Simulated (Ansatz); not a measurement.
# PbO (Litharge) (P4/nmm) in Ansatz: equation of state, part 2 of 2

Ansatz 0.2.0. The steps go on from the part before.

### Step 5. Single point, PBEsol, 19.94 Å³/atom

File input.yaml:

```yaml
crystal:
  lattice:
    - [3.99, 0.0, 0.0]
    - [0.0, 3.99, 0.0]
    - [0.0, 0.0, 5.01]
  atoms:
    - { symbol: Pb, position: [0.5, 0.0, 0.76] }
    - { symbol: Pb, position: [0.0, 0.5, 0.24] }
    - { symbol: O, position: [0.5, 0.5, 0.0] }
    - { symbol: O, position: [0.0, 0.0, 0.0] }
hamiltonian:
  xc: pbesol
  pseudopotentials: { kind: paw }
kpoints:
  mp_grid: { grid: [7, 7, 6] }
scf:
  occupations: { method: fermi_dirac, width: 0.05 }
output:
  forces: true
  stress: true
  eigenvalues: true
```

Run with:

```console
ansatz run input.yaml --threads 2 --pin off --max-ram 5632MiB --backend cpu --events-out ev --progress --plain --runs-dir out
```

It took 2.2 s on 2 threads of Arm Neoverse V2, shared host; peak memory 0.36 GiB.

It converged, with:

| Quantity | Value |
| --- | --- |
| Free energy | -24630.9019 eV |
| Pressure | -0.9 GPa |
| Largest force | 0.329 eV/Å |
| Band gap on the k mesh | 1.36 eV, indirect (least direct gap 2.30 eV) |

Caveat: odd divisions of the mesh miss points on the zone boundary, where band edges often lie, so the gap on the mesh can be too wide; the pressure holds a Pulay correction of +0.3 GPa for the finite cutoff; spin-orbit coupling is left out, which as a rule narrows the gap of such compounds by several tenths of an eV; the PAW data sets come from PBE, with cores solved anew for the run's functional, which leaves a small shift of forces and pressure.

### Step 6. Single point, PBEsol, 20.34 Å³/atom (volume scaled by 1.02)

input.yaml: that of step 5 with these lines changed.

```diff
@@ -2,5 +2,5 @@
   lattice:
-    - [3.99, 0.0, 0.0]
-    - [0.0, 3.99, 0.0]
-    - [0.0, 0.0, 5.01]
+    - [4.0164246111, 0.0, 0.0]
+    - [0.0, 4.0164246111, 0.0]
+    - [0.0, 0.0, 5.0431797749]
   atoms:
```

Potentials or basis: Ansatz PAW.

Run with:

```console
ansatz run input.yaml --threads 2 --pin off --max-ram 5632MiB --backend cpu --events-out ev --progress --plain --runs-dir out
```

Wall time 2.2 s (2 threads of Arm Neoverse V2, shared host); peak memory 0.36 GiB.

It converged, with:

```
Free energy            : -24630.8852 eV
Pressure               : -2.4 GPa
Largest force          : 0.572 eV/Å
Band gap on the k mesh : 1.39 eV, indirect (least direct gap 2.27 eV)
```

Caveat: odd divisions of the mesh miss points on the zone boundary, where band edges often lie, so the gap on the mesh can be too wide; the pressure holds a Pulay correction of +0.3 GPa for the finite cutoff; spin-orbit coupling is left out, which as a rule narrows the gap of such compounds by several tenths of an eV; the PAW data sets come from PBE, with cores solved anew for the run's functional, which leaves a small shift of forces and pressure.

### Step 7. Single point, PBEsol, 20.74 Å³/atom (volume scaled by 1.04)

input.yaml: that of step 6 with these lines changed.

```diff
@@ -2,5 +2,5 @@
   lattice:
-    - [4.0164246111, 0.0, 0.0]
-    - [0.0, 4.0164246111, 0.0]
-    - [0.0, 0.0, 5.0431797749]
+    - [4.0425060212, 0.0, 0.0]
+    - [0.0, 4.0425060212, 0.0]
+    - [0.0, 0.0, 5.0759286131]
   atoms:
```

Run with:

```console
ansatz run input.yaml --threads 2 --pin off --max-ram 5632MiB --backend cpu --events-out ev --progress --plain --runs-dir out
```

Wall time 2.2 s (2 threads of Arm Neoverse V2, shared host); peak memory 0.36 GiB.

Results (log left out):

| Property | Result |
| --- | --- |
| Free energy | -24630.8544 eV |
| Pressure | -3.8 GPa |
| Largest force | 0.798 eV/Å |
| Band gap on the k mesh | 1.41 eV, indirect (least direct gap 2.22 eV) |

Caveat: odd divisions of the mesh miss points on the zone boundary, where band edges often lie, so the gap on the mesh can be too wide; the pressure holds a Pulay correction of +0.3 GPa for the finite cutoff; spin-orbit coupling is left out, which as a rule narrows the gap of such compounds by several tenths of an eV; the PAW data sets come from PBE, with cores solved anew for the run's functional, which leaves a small shift of forces and pressure.

### Step 8. Single point, PBEsol, 21.14 Å³/atom (volume scaled by 1.06)

input.yaml: that of step 7 with these lines changed.

```diff
@@ -2,5 +2,5 @@
   lattice:
-    - [4.0425060212, 0.0, 0.0]
-    - [0.0, 4.0425060212, 0.0]
-    - [0.0, 0.0, 5.0759286131]
+    - [4.0682551615, 0.0, 0.0]
+    - [0.0, 4.0682551615, 0.0]
+    - [0.0, 0.0, 5.1082602403]
   atoms:
```

Run with:

```console
ansatz run input.yaml --threads 2 --pin off --max-ram 5632MiB --backend cpu --events-out ev --progress --plain --runs-dir out
```

Wall time 2.3 s (2 threads of Arm Neoverse V2, shared host); peak memory 0.37 GiB.

It converged, with:

```yaml
Free_energy: -24630.8106 eV
Pressure: -5.0 GPa
Largest_force: 1.007 eV/Å
Band_gap_on_the_k_mesh: 1.44 eV, indirect (least direct gap 2.16 eV)
```

Caveat: odd divisions of the mesh miss points on the zone boundary, where band edges often lie, so the gap on the mesh can be too wide; the pressure holds a Pulay correction of +0.3 GPa for the finite cutoff; spin-orbit coupling is left out, which as a rule narrows the gap of such compounds by several tenths of an eV; the PAW data sets come from PBE, with cores solved anew for the run's functional, which leaves a small shift of forces and pressure; forces of over 1 eV/Å show positions far from the minimum, so gaps and moduli don't describe the material at rest.

### Step 9. Equation of state, PBEsol

Potentials or basis: Ansatz PAW.

This step only gathers the single runs of the series.

Results:

- Equilibrium volume: 19.72 Å³/atom
- Bulk modulus at fixed shape and positions: 84 GPa
- Pressure derivative of the bulk modulus: 4.5

Energy against volume, from the lowest point:
```csv
volume (Å³/atom),energy (meV/atom)
18.744,13.55
19.142,4.29
19.541,0.00
19.940,0.18
20.339,4.35
20.738,12.07
21.136,23.01
```

Caveat: the cell was scaled at fixed shape and fractional positions, which overstates the stiffness of a crystal with free parameters, most of all of layers and chains. The run has no spin-orbit coupling, so splittings on Pb are missing.
